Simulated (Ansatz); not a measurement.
# MoS2: stress in a strained cell

MoS2 is deformed so: equal xx and yy strain of +2 %. What stress and forces result, by LAPW, PAW and all-electron datasets made for the crystal?

Computed with Ansatz 0.2.0 (DFT LDA, scalar-relativistic, unless a step's input says otherwise).

## (1) The system as given

Symmetry: R3m, No. 160, trigonal system. Conventional cell: a = 3.163 Å, b = 3.163 Å, c = 18.370 Å, α = 90.00°, β = 90.00°, γ = 120.00°. Mo (site symmetry 3m) is surrounded by 6 S at 2.36 Å. Around S (site symmetry 3m) lie 3 Mo at 2.36 Å.

Structure file:

```
CELL_PARAMETERS angstrom
1.58150 0.91308 6.12333
-1.58150 0.91308 6.12333
0.00000 -1.82616 6.12333
ATOMIC_POSITIONS crystal
Mo 0.00000 0.00000 0.00000
S 0.74840 0.74840 0.74840
S 0.58490 0.58490 0.58490
```

Atoms are numbered in the order of the input: Mo1, S2, S3.

## (2) The deformed structure

Space group R3m before, R3m after.

## (3) LAPW, all electrons

File input.yaml:

```yaml
crystal:
  lattice:
    - [1.6131303639, 0.9313412498, 6.12333]
    - [-1.6131303639, 0.9313412498, 6.12333]
    - [0.0, -1.8626824997, 6.12333]
  atoms:
    - { symbol: Mo, position: [0.0, 0.0, 0.0] }
    - { symbol: S, position: [0.7484, 0.7484, 0.7484] }
    - { symbol: S, position: [0.5849, 0.5849, 0.5849] }
kpoints:
  mp_grid: { grid: [15, 15, 15] }
  band_path:
    path:
      - [0.0, 0.0, 0.0]
      - [0.5, 0.5, 0.5]
      - [0.8179109644, 0.1820890356, 0.5]
      - [0.5, -0.1820890356, 0.1820890356]
      - [0.5, 0.0, 0.0]
      - [0.0, 0.0, 0.0]
      - [0.3410445178, -0.3410445178, 0.0]
      - [0.6589554822, 0.0, 0.3410445178]
      - [0.5, 0.0, 0.5]
    npoints: 5
scf:
  occupations: { method: fermi_dirac, width: 0.05 }
hamiltonian:
  xc: lda
  pseudopotentials: { kind: all_electron, lapw: { basis_error: 0.001 } }
output:
  forces: true
  stress: true
  eigenvalues: true
```

On the command line:

```
$ ansatz run input.yaml --threads 1 --pin off --max-ram 4096MiB --backend cpu --events-out ev --progress --plain --runs-dir out
```

Standard output, shortened:

```text
LAPW: plane waves up to 8.343 Å⁻¹, error target 1.0e-3 eV per atom; small_component_spin mean_spin; S in spheres of 1.064 Å, 14 of its electrons in bands, Dirac shells []; Mo in spheres of 1.328 Å, 30 of its electrons in bands, Dirac shells []
[...]
Pseudopotentials: kind: all_electron
Pseudopotential: Mo, LAPW, valence charge 30, Koelling and Harmon's equation, gaussian nucleus
Pseudopotential: S, LAPW, valence charge 14, Koelling and Harmon's equation, gaussian nucleus
Functional definition: SPW92
[...]
Crystal: 3 atoms, lattice volume = 55.197 Å³
Basis set: ecut = 265.17601539152867 eV, 563 PW (Γ), FFT grids on a1−a3, a2−a3, a3, exchange–correlation at level 2
Bands: 35, of which v1, the nominal top of the filled ones, is band 29 counted from 1 (28 counted from 0)
Symmetry: 6 space group operations
Space group: R3m (ITA 160), of the structure as read, at distance tolerance 3.8e-5 Å
k-points: 344 of 3375 (time reversal used)
[...]
SCF iter   1: F=—  HF=-131729.583650 eV  |F-HF|=—  |Δ(HF+E_count)|=         —  Δρ=6.41e-2  dr2=3.18e0  ethr=5.47e-3  ⟨swp⟩=2.0  Hψ=79958  notcnv=0
[...]
the basis was enlarged: its passes take 5.6 MiB over the memory plan, 1 of 1 planned eigensolver slots
[...]
SCF iter  11: F=-131728.129151 eV  HF=-131728.129151 eV  |F-HF|=7.48e-9  |Δ(HF+E_count)|=   9.14e-9  Δρ=5.80e-6  dr2=2.15e-8  ethr=5.90e-10  ⟨swp⟩=2.9  Hψ=34065  notcnv=0
[...]
NSCF: frozen V_eff on 41 k-points
SCF converged after 11 iterations
Free energy (F): -131728.129151 eV
[...]
E sigma→0 (E₀):  -131728.129105 eV
Entropy (-TS):   -0.000091 eV (-0.030 meV/atom)
Fermi energy:    11.888482 eV
[...]
--- Forces (eV/Å), atoms counted from 1 ---
  atom   1  Mo     0.00000000     0.00000000    -0.00278469
  atom   2  S     -0.00000000    -0.00000000     0.39273724
  atom   3  S      0.00000000     0.00000000    -0.38995024
[...]
--- Stress (GPa, compression-positive) ---
       -7.475639      -0.000000       0.000000
       -0.000000      -7.475639      -0.000000
        0.000000      -0.000000       2.029107
  P = ⅓ Tr σ = -4.3074 GPa (-43.074 kbar)
--- Band table (eV; the first three rows and the last of 344) ---
[...]
```

Wall time 3.1 min (1 thread of Intel Xeon Platinum 8488C (Sapphire Rapids), shared host); peak memory 1.2 GiB.

In short: pressure -4.31 GPa; gap 0.37 eV, indirect from T to S0–S2; largest force 0.393 eV/Å.

## (4) Frozen-core PAW

File input.yaml:

```yaml
crystal:
  lattice:
    - [1.6131303639, 0.9313412498, 6.12333]
    - [-1.6131303639, 0.9313412498, 6.12333]
    - [0.0, -1.8626824997, 6.12333]
  atoms:
    - { symbol: Mo, position: [0.0, 0.0, 0.0] }
    - { symbol: S, position: [0.7484, 0.7484, 0.7484] }
    - { symbol: S, position: [0.5849, 0.5849, 0.5849] }
kpoints:
  mp_grid: { grid: [15, 15, 15] }
scf:
  occupations: { method: fermi_dirac, width: 0.05 }
hamiltonian:
  xc: lda
  pseudopotentials: { kind: paw }
output:
  forces: true
  stress: true
  eigenvalues: true
  efg: { contact_densities: true }
```

On the command line:

```
$ ansatz run input.yaml --threads 1 --pin off --max-ram 4096MiB --backend cpu --events-out ev --progress --plain --runs-dir out
```

Standard output, shortened:

```text
[...]
Mo: output.efg is read without spin–orbit coupling, which moves field gradients at and beside such atoms by some per cent and up to a factor of two; PAW files take it under magnetization.noncollinear and magnetization.spin_orbit
[...]
Pseudopotentials: kind: paw
Pseudopotential: Mo, paw, valence charge 14, recommended cutoff 420 eV (normal)
Pseudopotential: S, paw, valence charge 6, recommended cutoff 420 eV (normal)
Functional definition: SPW92
[...]
Crystal: 3 atoms, lattice volume = 55.197 Å³
Basis set: ecut = 420 eV, 1071 PW (Γ), FFT grids on a1−a3, a2−a3, a3
Bands: 17, of which v1, the nominal top of the filled ones, is band 13 counted from 1 (12 counted from 0)
Symmetry: 6 space group operations
Space group: R3m (ITA 160), of the structure as read, at distance tolerance 3.8e-5 Å
k-points: 344 of 3375 (time reversal used)
[...]
--- Stress (GPa, compression-positive) ---
       -7.524655       0.000000       0.000000
        0.000000      -7.524655      -0.000000
        0.000000      -0.000000       1.982485
  P = ⅓ Tr σ = -4.3556 GPa (-43.556 kbar)
--- PAW observables at the nuclei: V_zz in 10²¹ V/m², potentials from the cell's mean, atoms counted from 1 ---
  atom   1  Mo V_zz =    -9.383603   η = 0.0000   by run symmetry: allowed
            electrostatic potential = -6350.784902 V   contact ρ = 592712.475527 e/Å³
  atom   2  S  V_zz =    -6.403507   η = 0.0000   by run symmetry: allowed
            electrostatic potential = -1636.339818 V   contact ρ = 19607.580152 e/Å³
  atom   3  S  V_zz =    -6.261543   η = 0.0000   by run symmetry: allowed
            electrostatic potential = -1636.334901 V   contact ρ = 19607.615393 e/Å³
--- Band table (eV; the first three rows and the last of 344) ---
  k-point 0: bands = ["-51.2181", "-25.4075", "-25.2498", "-25.2498", "-4.6913", "-2.8763", "3.3807", "6.5573", "6.5573", "7.7162", "7.7162", "9.2571", "9.3773", "12.1404", "12.1404", "12.6644", "12.6644"]
[...]
```

Run time: 19 s. Hardware: 1 thread of Intel Xeon Platinum 8488C (Sapphire Rapids), shared host; peak memory 0.68 GiB.

Result: pressure -4.36 GPa; gap on the k mesh 0.37 eV (an odd mesh misses the zone boundary); largest force 0.388 eV/Å; Vzz Mo1 -9.38 (η = 0.00), S2 -6.40 (η = 0.00), S3 -6.26 (η = 0.00) (10²¹ V/m²).

## (5) Datasets made for this crystal

input.yaml, as its differences from that of step 4:

```diff
@@ -15,3 +15,3 @@
   xc: lda
-  pseudopotentials: { kind: paw }
+  pseudopotentials: { kind: all_electron, datasets: crystal }
 output:
```

On the command line:

```
$ ansatz run input.yaml --threads 1 --pin off --max-ram 4096MiB --backend cpu --events-out ev --progress --plain --runs-dir out
```

Standard output, shortened:

```text
[...]
band count auto-derived: 19 (N_el = 26.0; filled up to band 13; 17 by the electrons, moments and atoms)
Mo: output.efg is read without spin–orbit coupling, which moves field gradients at and beside such atoms by some per cent and up to a factor of two; PAW files take it under magnetization.noncollinear and magnetization.spin_orbit
[...]
Pseudopotentials: kind: all_electron
Pseudopotential: Mo, paw, valence charge 14, recommended cutoff 300 eV (normal), Koelling and Harmon's equation, gaussian nucleus
Pseudopotential: S, paw, valence charge 6, recommended cutoff 300 eV (normal), Koelling and Harmon's equation, gaussian nucleus
Functional definition: SPW92
[...]
Crystal: 3 atoms, lattice volume = 55.197 Å³
Basis set: ecut = 300 eV, 659 PW (Γ), FFT grids on a1−a3, a2−a3, a3
Bands: 19, of which v1, the nominal top of the filled ones, is band 13 counted from 1 (12 counted from 0)
[...]
--- Stress (GPa, compression-positive) ---
       -7.477351      -0.000000       0.000000
       -0.000000      -7.477351      -0.000000
       -0.000000      -0.000000       2.027554
  P = ⅓ Tr σ = -4.3090 GPa (-43.090 kbar)
--- PAW observables at the nuclei: V_zz in 10²¹ V/m², potentials from the cell's mean, atoms counted from 1 ---
  atom   1  Mo V_zz =    -9.485380   η = 0.0000   by run symmetry: allowed
            electrostatic potential = -6346.821355 V   contact ρ = 592754.006437 e/Å³
  atom   2  S  V_zz =    -6.409140   η = 0.0000   by run symmetry: allowed
            electrostatic potential = -1633.093836 V   contact ρ = 19625.331836 e/Å³
  atom   3  S  V_zz =    -6.266096   η = 0.0000   by run symmetry: allowed
            electrostatic potential = -1633.088892 V   contact ρ = 19625.367784 e/Å³
--- Band table (eV; the first three rows and the last of 344) ---
  k-point 0: bands = ["-49.9211", "-24.1081", "-23.9498", "-23.9498", "-3.4030", "-1.5890", "4.6629", "7.8437", "7.8437", "9.0017", "9.0017", "10.5405", "10.6619", "13.4255", "13.4255", "13.9507", "13.9507"]
[...]
```

Run time: 85 s. Hardware: 1 thread of Intel Xeon Platinum 8488C (Sapphire Rapids), shared host; peak memory 1.8 GiB.

In short: pressure -4.31 GPa; gap on the k mesh 0.37 eV (an odd mesh misses the zone boundary); largest force 0.393 eV/Å; Vzz Mo1 -9.49 (η = 0.00), S2 -6.41 (η = 0.00), S3 -6.27 (η = 0.00) (10²¹ V/m²).

## (6) Stress and forces compared

Stress (GPa, compression positive):

| method | xx | yy | zz | yz | xz | xy |
| --- | --- | --- | --- | --- | --- | --- |
| LAPW | -7.48 | -7.48 | 2.03 | 0.00 | 0.00 | 0.00 |
| PAW | -7.52 | -7.52 | 1.98 | 0.00 | 0.00 | 0.00 |
| crystal datasets | -7.48 | -7.48 | 2.03 | 0.00 | 0.00 | 0.00 |

Forces (eV/Å):

| atom | LAPW x | LAPW y | LAPW z | PAW x | PAW y | PAW z | crystal datasets x | crystal datasets y | crystal datasets z |
| --- | --- | --- | --- | --- | --- | --- | --- | --- | --- |
| Mo1 | 0.000 | 0.000 | -0.003 | 0.000 | 0.000 | -0.003 | 0.000 | 0.000 | -0.003 |
| S2 | 0.000 | 0.000 | 0.393 | 0.000 | 0.000 | 0.388 | 0.000 | 0.000 | 0.393 |
| S3 | 0.000 | 0.000 | -0.390 | 0.000 | 0.000 | -0.385 | 0.000 | 0.000 | -0.390 |

| method | pressure (GPa) | gap on the k mesh (eV) | largest force (eV/Å) | Vzz Mo1 (10²¹ V/m²) | Vzz S2 (10²¹ V/m²) | Vzz S3 (10²¹ V/m²) | SCF cycles, all passes |
| --- | --- | --- | --- | --- | --- | --- | --- |
| LAPW | -4.31 | 0.37 | 0.393 | – | – | – | 11 |
| PAW | -4.36 | 0.37 | 0.388 | -9.38 | -6.40 | -6.26 | 9 |
| crystal datasets | -4.31 | 0.37 | 0.393 | -9.49 | -6.41 | -6.27 | 10 |

## (7) What came out

```
                                 quantity                                              value
                                 pressure  LAPW -4.31, PAW -4.36, crystal datasets -4.31 GPa
largest shear or deviatoric stress (LAPW)                                           6.34 GPa
```

In words: The largest part of the stress beyond the pressure is 6.34 GPa in size, in the zz component; the atoms are carried along and not relaxed. No run of the undeformed cell stands beside it, so the pressure holds what the given cell had before the change. PAW: stress within 0.05 GPa of LAPW, forces within 5 meV/Å. Crystal datasets: stress within 0.01 GPa of LAPW, forces within 1 meV/Å.
